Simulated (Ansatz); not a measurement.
# Na$_{2}$S, one cell by several methods

```xyz
3
Lattice="0.0000 3.2492 3.2492 3.2492 0.0000 3.2492 3.2492 3.2492 0.0000" Properties=species:S:1:pos:R:3 pbc="T T T"
Na    1.6246    1.6246    1.6246
Na    4.8737    4.8737    4.8737
S     0.0000    0.0000    0.0000
```

Atom numbers follow the list: Na1, Na2, S3.

The cell is the one relaxed in the Materials Project (mp-648), not relaxed further here; entries there can be hypothetical.

All numbers are computed: DFT, LDA, PAW with Ansatz's default frozen-core files, scalar-relativistic (Ansatz 0.2.0); DFT, LDA, all-electron LAPW, scalar-relativistic (Ansatz 0.2.0).

For PAW: a Γ-centred 6×6×6 k mesh, Fermi–Dirac smearing of 0.01 eV, cutoff 420 eV, no spin polarisation; the PAW files were made with PBE, and the program remakes their frozen cores for this functional. LAPW targets a basis error of 1 meV/atom. The Ansatz runs share mesh, smearing and spin set-up. Plane-wave (PAW) pressures include the program's estimate of the Pulay term.

Stress and pressure are positive in compression.

Levels count from the top of the valence band.

PAW results:

| quantity | PAW |
| --- | --- |
| pressure (GPa) | -1.59 |
| band gap (eV) | 2.307 |
| highest filled level at W (eV) | -0.621 |
| lowest empty level at W (eV) | 4.660 |
| highest filled level at Γ (eV) | 0.000 |
| lowest empty level at Γ (eV) | 2.307 |
| highest filled level at U (eV) | -0.371 |
| lowest empty level at U (eV) | 4.374 |

(1) What does all-electron LAPW give for the same quantities?

Results:

(1) 
| quantity | LAPW |
| --- | --- |
| pressure (GPa) | -1.59 |
| band gap (eV) | 2.308 |
| highest filled level at W (eV) | -0.621 |
| lowest empty level at W (eV) | 4.659 |
| highest filled level at Γ (eV) | 0.000 |
| lowest empty level at Γ (eV) | 2.308 |
| highest filled level at U (eV) | -0.371 |
| lowest empty level at U (eV) | 4.374 |
